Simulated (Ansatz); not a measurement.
Here is an Ansatz 0.2.0 calculation.

The input input.yaml:

```yaml
crystal:
  lattice:
    - [0.0, 2.65989848, 4.6432435421]
    - [2.4222677723, 0.0, 4.6432435421]
    - [2.4222677723, 2.65989848, 0.0]
  atoms:
    - { symbol: Si, position: [0.2202307, 0.2202307, 0.7797693] }
    - { symbol: Si, position: [0.7797693, 0.7797693, 0.2202307] }
    - { symbol: Si, position: [0.27260572, 0.72739428, 0.27260572] }
    - { symbol: Si, position: [0.72739428, 0.27260572, 0.72739428] }
hamiltonian:
  xc: pbe
  pseudopotentials: { kind: paw }
kpoints:
  mp_grid: { grid: [8, 8, 8] }
scf:
  occupations: { method: fermi_dirac, width: 0.05 }
output:
  forces: true
  stress: true
  eigenvalues: true
```

Potentials or basis: Ansatz PAW.

Command:

```bash
$ ansatz run input.yaml --threads 2 --pin off --max-ram 5120MiB --backend cpu --events-out ev --progress --plain --runs-dir out
```

Question: Estimate the largest force.

Answer: 0.117 eV/Å.

Question: What does it give for the pressure?

Answer: 3.4 GPa.

Question: What does it give for the band gap on the k mesh?

Answer: None (metal or under the smearing width).

Stress tensor (GPa, compression positive):
```
3.87 0.00 0.00
0.00 3.86 0.00
0.00 0.00 2.44
```
